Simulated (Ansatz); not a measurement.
# What a change of settings does to a run on V

The cell was built from the sc type and relaxed in the same program; it needn't be a known or the stable phase. The listed cell was then made from it by scaling, straining or moving an atom.

First run: DFT, PBE, all-electron PAW with datasets made for the crystal, scalar-relativistic (Ansatz 0.2.0).

Command: `ansatz run input.yaml --threads 1 --pin off --max-ram 3072MiB --backend cpu --events-out ev --progress --plain --runs-dir out` The run took 37 s on 1 thread of Arm Neoverse V1 (shared host), peak memory 0.61 GiB.

```yaml
crystal:
  lattice:
    - [2.4487986509, 0.0122439932, 0.0122439932]
    - [0.0122439932, 2.4487986509, 0.0122439932]
    - [0.0122439932, 0.0122439932, 2.4487986509]
  atoms:
    - { symbol: V, position: [0.0, 0.0, 0.0], spin: 1.5 }
magnetization:
  spin_polarized: true
kpoints:
  mp_grid: { grid: [14, 14, 14] }
scf:
  occupations: { method: fermi_dirac, width: 0.08 }
hamiltonian:
  xc: pbe
  pseudopotentials: { kind: all_electron, datasets: crystal }
output:
  forces: true
  stress: true
  eigenvalues: true
  efg: { contact_densities: true }
```

Result: converged; pressure -0.03 GPa; moment 0.00 μB; 7 SCF iterations.

The input is then changed:

```diff
@@ -11,5 +11,5 @@
   mp_grid: { grid: [14, 14, 14] }
 scf:
-  occupations: { method: fermi_dirac, width: 0.08 }
+  occupations: { method: cold, width: 0.01 }
 hamiltonian:
   xc: pbe
```

Problem. What does the second run give?

Solution. It converged; energy at zero smearing +2.1 meV/atom from the first run; pressure -0.65 GPa; moment 0.00 μB; 7 SCF iterations.

The results part of its log:

```
WARN: the starting moments were not kept: the SCF closed with an absolute magnetisation of 4.2e-6 μB, where they sum to 1.5 μB in size (1 site). That is at most 0.1 of that sum. Measured as dr2_m measures the in/out step, that magnetisation stands 1.0e-11 eV from none, at or under the dr2_threshold of 3.1e-8 eV: it is no larger than a step whose dr2_m would equal this threshold. The system may hold no moment; this SCF shows only that its start led to no more than that. This SCF took its magnetisation from a saved state (the deck's checkpoint.read, a session's seed or a resume), or from the single point or search that the run made first, and not from the starting moments. Where the run's atoms have moved since that state, how it is taken is a key of its own (checkpoint.density_extrapolation: follow_atoms, where typed, takes the whole of its magnetisation to them with its atoms, but for some exceptions; the density_extrapolation keyword of a session's seed is the same key). To be rid of a resumed run's state, run its deck in a fresh run directory. To be rid of the state of a single point that the run made first, give starting moments in the input or, where a deck that gives them still makes one, type scf.lower_state_search: off. To try another start, run it without that state. A second SCF, from the converged charge density, with the starting moments and any scf.initial_density.shell_occupations laid on it anew, would have followed, and was not run: the deck does not ask for one (magnetization.retry_lost_moments is false, the default). To let it run, set magnetization.retry_lost_moments: true and run the deck again, where that key's refused combinations let it; where memory then withholds it, that run's warning says so.
SCF 1 converged in 7 iterations: F = -25831.226756 eV  dr2 = 5.58e-11
  Residual-converged pass: ⟨swp⟩=3.0  Hψ=12377  notcnv=0  max |occ|·‖R‖ = 3.7e-6 eV (tolerance 3.7e-6 eV)  dr2=5.44e-11  dr2_m=3.59e-14  dr2_onsite=1.62e-10  max |Δocc| = 1.2e-10
  greatest PAW one-centre occupation: 0.995 electrons in one spin orbital (limit 2), on the V atom at site 0 (counted from 0), in its partial waves of l = 0
this state was not tested for a lower state beside it, because cold or Methfessel-Paxton smearing, or corrected tetrahedra, fill the levels in a way that the test cannot read (fill_not_monotonic; see scf.lower_state_search)
SCF converged after 7 iterations
Magnetization: 0.0000 μB (6.5000 up, 6.5000 down)
Absolute magnetization: 0.0000 μB (∫|ρ↑−ρ↓|)
Spin contamination: -0.0214 ħ² per cell (⟨S²⟩ above its minimum at these occupations)
Per-site moments (μB) at R_I (Å): [(3.350919393983104e-6, 1.0101546964164552)]
Free energy (F): -25831.226756 eV
Harris-Foulkes:  -25831.226756 eV  (|F-HF|=0.00e0)
Internal energy: -25831.226751 eV  (E = F + TS)
E sigma→0 (E₀):  -25831.226754 eV
Entropy (-TS):   -0.000005 eV (-0.005 meV/atom)
Past the cutoff: the bands carry plane waves up to 1.75 times it, of which those up to 1.5 times it add -0.000535 eV an atom, each by itself; the spheres take 0.000215 eV an atom off the energy for waves past 1.75 times it
By the cutoff:   a pressure is off by up to 0.007 GPa (1.2 times the spheres' own share and the shells' term, over an atom's volume, and 0.004 GPa: a bound that held against runs at twice the plane waves)
Past the cutoffs: a stress includes 0.0015 GPa for waves and charges beyond them, in addition to the slope of what the spheres take
In the spheres:  the bands' charges fall short by 1.2e-7 e at most (sound up to 1e-3)
Fermi energy:    15.619088 eV
--- Per-component energies (eV) ---
  The terms above E_closure are by the made datasets' own strengths, without shells solved beside the bands.
--- Forces (eV/Å), atoms counted from 1 ---
  atom   1  V      0.00000000    -0.00000000    -0.00000000
  max |Σ_I F_I| component: 1.23e-32 eV/Å
--- Stress (GPa, compression-positive) ---
       -0.645554       1.466987       1.466987
        1.466987      -0.645554       1.466987
        1.466987       1.466987      -0.645554
  P = ⅓ Tr σ = -0.6456 GPa (-6.456 kbar)
--- PAW observables at the nuclei: V_zz in 10²¹ V/m², potentials from the cell's mean, atoms counted from 1 ---
  atom   1  V  V_zz =    +0.014205   η = 0.0000   by run symmetry: allowed
            electrostatic potential = -2696.134221 V   contact ρ = 66061.192096 e/Å³   contact ρ_s (e/Å³): all electrons +0.000007, valence +0.000014
--- Band table (eV; the first three rows and the last of 576) ---
  k-point 0 ↑: bands = ["-48.2593", "-21.5129", "-21.5129", "-21.5006", "9.2323", "13.4570", "13.4570", "19.1014", "19.1014", "19.1190"]
  k-point 1 ↑: bands = ["-48.2513", "-21.5637", "-21.5083", "-21.4996", "9.3839", "13.4921", "13.5704", "18.9844", "18.9963", "19.1166"]
  k-point 2 ↑: bands = ["-48.2287", "-21.7144", "-21.4953", "-21.4870", "9.8199", "13.5918", "13.8939", "18.6695", "18.6836", "19.1409"]
  k-point 287 ↓: bands = ["-47.7869", "-22.2730", "-22.2525", "-22.2525", "13.5746", "13.6959", "13.6959", "20.4509", "20.4509", "25.9529"]
```
